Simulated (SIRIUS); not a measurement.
**CaSe under changes of volume**

One of the cells (25.829 Å³/atom); the others are scaled copies at fixed shape and fractional positions:

```xyz
2
Lattice="0.0000 2.9560 2.9560 2.9560 0.0000 2.9560 2.9560 2.9560 0.0000" Properties=species:S:1:pos:R:3 pbc="T T T"
Se    2.9560    2.9560    2.9560
Ca    0.0000    0.0000    0.0000
```

```yaml
Program: SIRIUS 7.12.0
Functional: PBEsol
Potentials_or_basis: all-electron FP-LAPW
Cutoff: 167 eV
Basis: apw+lo standard
k_mesh: 8 × 8 × 8
Occupations: fermi-dirac, width 0.05 eV
Spin: no spin polarisation
```

```csv
volume (Å³/atom),energy over the lowest point (meV/atom),gap on the mesh (eV)
24.280,6.55,1.77
24.796,1.26,1.83
25.313,0.00,1.88
25.829,2.15,1.93
26.346,?,?
26.863,14.98,2.03
27.379,25.33,2.07
```

Q: What does the run at 26.346 Å³/atom give?

A: Energy over the lowest point 7.11 meV/atom; gap on the mesh 1.98 eV.

Worked out: A Birch-Murnaghan fit of order 3 (a polynomial in V^(-2/3)) to the other rows has its minimum at 25.25 Å³/atom with B0 = V·E''(V) = 53 GPa and B' = 4.8. It gives 7.21 meV/atom at 26.346 Å³/atom, against the run's 7.11. A straight line through the other rows of the gap, of slope 2.5 eV per unit of ln V, gives 1.98 eV, against the run's 1.98.

Energies are extrapolated to zero smearing.

A mesh can miss the band edges. Spin-orbit coupling on Se is left out.
